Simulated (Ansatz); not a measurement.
This is a relaxation of cell and atoms with the plane-wave code Ansatz on a 15-atom cell of La2O3 (C2/m) from a materials database; the level of theory is r2SCAN. It starts from the PBE minimum.

```yaml
crystal:
  lattice:
    - [7.3852060673, -1.9019133303, -0.008800673]
    - [7.3852060673, 1.9019133303, -0.008800673]
    - [-1.6615968595, 0.0, 9.0742681689]
  atoms:
    - { symbol: La, position: [0.3086364619, 0.3086364619, 0.8608228112] }
    - { symbol: La, position: [0.6335994445, 0.6335994445, 0.494251513] }
    - { symbol: La, position: [0.6913635381, 0.6913635381, 0.1391771888] }
    - { symbol: La, position: [0.0326364752, 0.0326364752, 0.8122767323] }
    - { symbol: La, position: [0.3664005555, 0.3664005555, 0.505748487] }
    - { symbol: La, position: [0.9673635248, 0.9673635248, 0.1877232677] }
    - { symbol: O, position: [0.1964047962, 0.1964047962, 0.6315805118] }
    - { symbol: O, position: [0.129299012, 0.129299012, 0.2890965] }
    - { symbol: O, position: [0.5245219073, 0.5245219073, 0.6565427014] }
    - { symbol: O, position: [0.17567526, 0.17567526, 0.9762280362] }
    - { symbol: O, position: [0.82432474, 0.82432474, 0.0237719638] }
    - { symbol: O, position: [0.8035952038, 0.8035952038, 0.3684194882] }
    - { symbol: O, position: [0.4754780927, 0.4754780927, 0.3434572986] }
    - { symbol: O, position: [0.870700988, 0.870700988, 0.7109035] }
    - { symbol: O, position: [0.5, 0.5, 0.0] }
kpoints:
  mp_grid: { grid: [6, 6, 4] }
hamiltonian:
  xc: r2scan
scf:
  occupations: { method: fermi_dirac, width: 0.02 }
relax:
  f_tol: 0.005
  cell: {}
```

Of the 15 recorded frames of the trajectory, 11 are shown, each with fractional positions and then forces in eV/Å along x, y and z. The last, and any step after a large change of cell, is solved on a basis re-selected at its cell; pressure is positive in compression.

Step 1: energy 0.0 meV/atom from step 1, largest force component 0.037 eV/Å, pressure -1.25 GPa; a = 7.626 Å, b = 7.626 Å, c = 9.225 Å, α = 100.11°, β = 100.11°, γ = 28.88°
```
La 0.3086 0.3086 0.8608     0.024   0.000  -0.014
La 0.6336 0.6336 0.4943     0.032   0.000  -0.037
La 0.6914 0.6914 0.1392    -0.024   0.000   0.014
La 0.0326 0.0326 0.8123     0.030   0.000   0.010
La 0.3664 0.3664 0.5057    -0.032   0.000   0.037
La 0.9674 0.9674 0.1877    -0.030   0.000  -0.010
O  0.1964 0.1964 0.6316    -0.003   0.000   0.011
O  0.1293 0.1293 0.2891     0.017   0.000   0.013
O  0.5245 0.5245 0.6565    -0.012   0.000  -0.011
O  0.1757 0.1757 0.9762     0.002   0.000   0.004
O  0.8243 0.8243 0.0238    -0.002   0.000  -0.004
O  0.8036 0.8036 0.3684     0.003   0.000  -0.011
O  0.4755 0.4755 0.3435     0.012   0.000   0.011
O  0.8707 0.8707 0.7109    -0.017   0.000  -0.013
O  0.5000 0.5000 0.0000     0.000   0.000   0.000
```

Step 2 (rejected): energy +3.9 meV/atom from step 1, largest force component 0.392 eV/Å, pressure +2.84 GPa; a = 7.481 Å, b = 7.481 Å, c = 9.117 Å, α = 99.40°, β = 99.40°, γ = 29.27°
```
La 0.3108 0.3108 0.8598    -0.312   0.000   0.275
La 0.6362 0.6362 0.4923    -0.321   0.000   0.159
La 0.6892 0.6892 0.1402     0.312   0.000  -0.275
La 0.0325 0.0325 0.8118     0.392   0.000  -0.180
La 0.3638 0.3638 0.5077     0.321   0.000  -0.159
La 0.9675 0.9675 0.1882    -0.392   0.000   0.180
O  0.1975 0.1975 0.6321    -0.003   0.000   0.038
O  0.1309 0.1309 0.2918     0.013   0.000  -0.018
O  0.5240 0.5240 0.6549    -0.077   0.000   0.183
O  0.1757 0.1757 0.9769    -0.099   0.000  -0.040
O  0.8243 0.8243 0.0231     0.099   0.000   0.040
O  0.8025 0.8025 0.3679     0.003   0.000  -0.038
O  0.4760 0.4760 0.3451     0.077   0.000  -0.183
O  0.8691 0.8691 0.7082    -0.013   0.000   0.018
O  0.5000 0.5000 0.0000     0.000   0.000   0.000
```

Step 3: energy -1.0 meV/atom from step 1, largest force component 0.070 eV/Å, pressure -0.04 GPa; a = 7.573 Å, b = 7.573 Å, c = 9.194 Å, α = 99.82°, β = 99.82°, γ = 29.05°
```
La 0.3092 0.3092 0.8605    -0.001   0.000   0.035
La 0.6343 0.6343 0.4939    -0.037   0.000  -0.032
La 0.6908 0.6908 0.1395     0.001   0.000  -0.035
La 0.0329 0.0329 0.8120     0.070   0.000  -0.019
La 0.3657 0.3657 0.5061     0.037   0.000   0.032
La 0.9671 0.9671 0.1880    -0.070   0.000   0.019
O  0.1965 0.1965 0.6320    -0.015   0.000   0.019
O  0.1297 0.1297 0.2900     0.032   0.000   0.019
O  0.5242 0.5242 0.6564    -0.005   0.000  -0.005
O  0.1756 0.1756 0.9768    -0.003   0.000  -0.015
O  0.8244 0.8244 0.0232     0.003   0.000   0.015
O  0.8035 0.8035 0.3680     0.015   0.000  -0.019
O  0.4758 0.4758 0.3436     0.005   0.000   0.005
O  0.8703 0.8703 0.7101    -0.032   0.000  -0.019
O  0.5000 0.5000 0.0000     0.000   0.000   0.000
```

Question: How does the relaxation go on, and where does it end?

Answer: The middle of the trajectory is left out here.
Step 4: energy -1.4 meV/atom from step 1, largest force component 0.029 eV/Å, pressure -0.16 GPa; a = 7.531 Å, b = 7.531 Å, c = 9.182 Å, α = 99.54°, β = 99.54°, γ = 29.33°
```
La 0.3101 0.3101 0.8612    -0.020   0.000  -0.009
La 0.6344 0.6344 0.4942    -0.003   0.000   0.025
La 0.6899 0.6899 0.1388     0.020   0.000   0.009
La 0.0342 0.0342 0.8104     0.005   0.000  -0.010
La 0.3656 0.3656 0.5058     0.003   0.000  -0.025
La 0.9658 0.9658 0.1896    -0.005   0.000   0.010
O  0.1938 0.1938 0.6355    -0.029   0.000  -0.001
O  0.1309 0.1309 0.2923    -0.025   0.000  -0.002
O  0.5235 0.5235 0.6559    -0.027   0.000   0.008
O  0.1757 0.1757 0.9772    -0.025   0.000   0.007
O  0.8243 0.8243 0.0228     0.025   0.000  -0.007
O  0.8062 0.8062 0.3645     0.029   0.000   0.001
O  0.4765 0.4765 0.3441     0.027   0.000  -0.008
O  0.8691 0.8691 0.7077     0.025   0.000   0.002
O  0.5000 0.5000 0.0000     0.000   0.000   0.000
```

Step 5: energy -1.7 meV/atom from step 1, largest force component 0.035 eV/Å, pressure -0.12 GPa; a = 7.506 Å, b = 7.506 Å, c = 9.173 Å, α = 99.49°, β = 99.49°, γ = 29.50°
```
La 0.3103 0.3103 0.8612    -0.015   0.000  -0.012
La 0.6344 0.6344 0.4953    -0.016   0.000   0.030
La 0.6897 0.6897 0.1388     0.015   0.000   0.012
La 0.0346 0.0346 0.8096    -0.006   0.000  -0.002
La 0.3656 0.3656 0.5047     0.016   0.000  -0.030
La 0.9654 0.9654 0.1904     0.006   0.000   0.002
O  0.1910 0.1910 0.6386    -0.018   0.000  -0.006
O  0.1317 0.1317 0.2942     0.000   0.000   0.010
O  0.5227 0.5227 0.6559    -0.031   0.000  -0.023
O  0.1757 0.1757 0.9779    -0.019   0.000   0.035
O  0.8243 0.8243 0.0221     0.019   0.000  -0.035
O  0.8090 0.8090 0.3614     0.018   0.000   0.006
O  0.4773 0.4773 0.3441     0.031   0.000   0.023
O  0.8683 0.8683 0.7058     0.000   0.000  -0.010
O  0.5000 0.5000 0.0000     0.000   0.000   0.000
```

Step 10: energy -11.4 meV/atom from step 1, largest force component 0.032 eV/Å, pressure +0.04 GPa; a = 7.275 Å, b = 7.275 Å, c = 9.164 Å, α = 102.38°, β = 102.38°, γ = 31.40°
```
La 0.3074 0.3074 0.8605    -0.007   0.000   0.001
La 0.6401 0.6401 0.5253     0.012   0.000   0.009
La 0.6926 0.6926 0.1395     0.007   0.000  -0.001
La 0.0267 0.0267 0.8061     0.013   0.000   0.001
La 0.3599 0.3599 0.4747    -0.012   0.000  -0.009
La 0.9733 0.9733 0.1939    -0.013   0.000  -0.001
O  0.1611 0.1611 0.6722    -0.009   0.000   0.004
O  0.1641 0.1641 0.3316     0.032   0.000   0.008
O  0.5080 0.5080 0.6593    -0.011   0.000   0.004
O  0.1736 0.1736 0.9925    -0.002   0.000   0.006
O  0.8264 0.8264 0.0075     0.002   0.000  -0.006
O  0.8389 0.8389 0.3278     0.009   0.000  -0.004
O  0.4920 0.4920 0.3407     0.011   0.000  -0.004
O  0.8359 0.8359 0.6684    -0.032   0.000  -0.008
O  0.5000 0.5000 0.0000     0.000   0.000   0.000
```

Step 11: energy -11.5 meV/atom from step 1, largest force component 0.003 eV/Å, pressure 0.00 GPa; a = 7.280 Å, b = 7.280 Å, c = 9.164 Å, α = 102.38°, β = 102.38°, γ = 31.37°
```
La 0.3069 0.3069 0.8599    -0.002   0.000   0.000
La 0.6402 0.6402 0.5263    -0.001   0.000   0.002
La 0.6931 0.6931 0.1401     0.002   0.000   0.000
La 0.0265 0.0265 0.8067     0.000   0.000  -0.001
La 0.3598 0.3598 0.4737     0.001   0.000  -0.002
La 0.9735 0.9735 0.1933     0.000   0.000   0.001
O  0.1600 0.1600 0.6733    -0.002   0.000   0.001
O  0.1663 0.1663 0.3331     0.003   0.000   0.002
O  0.5070 0.5070 0.6597    -0.002   0.000   0.001
O  0.1735 0.1735 0.9930    -0.001   0.000   0.001
O  0.8265 0.8265 0.0070     0.001   0.000  -0.001
O  0.8400 0.8400 0.3267     0.002   0.000  -0.001
O  0.4930 0.4930 0.3403     0.002   0.000  -0.001
O  0.8337 0.8337 0.6669    -0.003   0.000  -0.002
O  0.5000 0.5000 0.0000     0.000   0.000   0.000
```

Step 12 (rejected): energy -11.5 meV/atom from step 1, largest force component 0.015 eV/Å, pressure +0.02 GPa; a = 7.279 Å, b = 7.279 Å, c = 9.164 Å, α = 102.40°, β = 102.40°, γ = 31.37°
```
La 0.3068 0.3068 0.8599    -0.007   0.000  -0.002
La 0.6401 0.6401 0.5266     0.015   0.000   0.004
La 0.6932 0.6932 0.1401     0.007   0.000   0.002
La 0.0263 0.0263 0.8068     0.011   0.000  -0.005
La 0.3599 0.3599 0.4734    -0.015   0.000  -0.004
La 0.9737 0.9737 0.1932    -0.011   0.000   0.005
O  0.1597 0.1597 0.6736     0.002   0.000   0.000
O  0.1668 0.1668 0.3335    -0.002   0.000  -0.007
O  0.5068 0.5068 0.6599    -0.004   0.000   0.000
O  0.1735 0.1735 0.9931     0.003   0.000   0.008
O  0.8265 0.8265 0.0069    -0.003   0.000  -0.008
O  0.8403 0.8403 0.3264    -0.002   0.000   0.000
O  0.4932 0.4932 0.3401     0.004   0.000   0.000
O  0.8332 0.8332 0.6665     0.002   0.000   0.007
O  0.5000 0.5000 0.0000     0.000   0.000   0.000
```

Step 13: energy -11.5 meV/atom from step 1, largest force component 0.009 eV/Å, pressure 0.00 GPa; a = 7.281 Å, b = 7.281 Å, c = 9.165 Å, α = 102.38°, β = 102.38°, γ = 31.36°
```
La 0.3068 0.3068 0.8599     0.009   0.000   0.003
La 0.6402 0.6402 0.5265    -0.005   0.000  -0.005
La 0.6932 0.6932 0.1401    -0.009   0.000  -0.003
La 0.0265 0.0265 0.8068    -0.007   0.000   0.005
La 0.3598 0.3598 0.4735     0.005   0.000   0.005
La 0.9735 0.9735 0.1932     0.007   0.000  -0.005
O  0.1599 0.1599 0.6735    -0.001   0.000  -0.002
O  0.1666 0.1666 0.3332     0.003   0.000   0.004
O  0.5069 0.5069 0.6598     0.001   0.000  -0.002
O  0.1735 0.1735 0.9931     0.001   0.000  -0.002
O  0.8265 0.8265 0.0069    -0.001   0.000   0.002
O  0.8401 0.8401 0.3265     0.001   0.000   0.002
O  0.4931 0.4931 0.3402    -0.001   0.000   0.002
O  0.8334 0.8334 0.6668    -0.003   0.000  -0.004
O  0.5000 0.5000 0.0000     0.000   0.000   0.000
```

Step 14: energy -11.5 meV/atom from step 1, largest force component 0.000 eV/Å, pressure 0.00 GPa; a = 7.280 Å, b = 7.280 Å, c = 9.164 Å, α = 102.38°, β = 102.38°, γ = 31.36°
```
La 0.3069 0.3069 0.8599     0.000   0.000   0.000
La 0.6402 0.6402 0.5265     0.000   0.000   0.000
La 0.6931 0.6931 0.1401     0.000   0.000   0.000
La 0.0265 0.0265 0.8068     0.000   0.000   0.000
La 0.3598 0.3598 0.4735     0.000   0.000   0.000
La 0.9735 0.9735 0.1932     0.000   0.000   0.000
O  0.1598 0.1598 0.6735     0.000   0.000   0.000
O  0.1667 0.1667 0.3333     0.000   0.000   0.000
O  0.5069 0.5069 0.6598     0.000   0.000   0.000
O  0.1735 0.1735 0.9932     0.000   0.000   0.000
O  0.8265 0.8265 0.0068     0.000   0.000   0.000
O  0.8402 0.8402 0.3265     0.000   0.000   0.000
O  0.4931 0.4931 0.3402     0.000   0.000   0.000
O  0.8333 0.8333 0.6667     0.000   0.000   0.000
O  0.5000 0.5000 0.0000     0.000   0.000   0.000
```

Step 15: energy -11.2 meV/atom from step 1, largest force component 0.000 eV/Å, pressure +0.01 GPa; a = 7.280 Å, b = 7.280 Å, c = 9.164 Å, α = 102.38°, β = 102.38°, γ = 31.36°
```
La 0.3069 0.3069 0.8599     0.000   0.000   0.000
La 0.6402 0.6402 0.5265     0.000   0.000   0.000
La 0.6931 0.6931 0.1401     0.000   0.000   0.000
La 0.0265 0.0265 0.8068     0.000   0.000   0.000
La 0.3598 0.3598 0.4735     0.000   0.000   0.000
La 0.9735 0.9735 0.1932     0.000   0.000   0.000
O  0.1598 0.1598 0.6735     0.000   0.000   0.000
O  0.1667 0.1667 0.3333     0.000   0.000   0.000
O  0.5069 0.5069 0.6598     0.000   0.000   0.000
O  0.1735 0.1735 0.9932     0.000   0.000   0.000
O  0.8265 0.8265 0.0068     0.000   0.000   0.000
O  0.8402 0.8402 0.3265     0.000   0.000   0.000
O  0.4931 0.4931 0.3402     0.000   0.000   0.000
O  0.8333 0.8333 0.6667     0.000   0.000   0.000
O  0.5000 0.5000 0.0000     0.000   0.000   0.000
```

The walk took 14 steps and changed the volume by -3.3 %. The last SCF, on a fresh basis, lies 11.2 meV an atom below the first. Final cell: the symmetry is P-3m1 (No. 164, trigonal); conventional cell a = 3.935 Å, c = 6.126 Å, 16.43 Å³ an atom. La has 7 O at 2.37–2.73 Å; O has 4 La at 2.37–2.45 Å; O has 6 La at 2.73 Å.

Wall time 82 s on 1 × NVIDIA H100 80GB HBM3 with 2 threads of AMD EPYC 7R13 Processor (Zen 3), with other jobs on the host, load about 1.3 per core; peak host memory 1.4 GiB.

No spin polarisation and no zero-point or thermal motion.
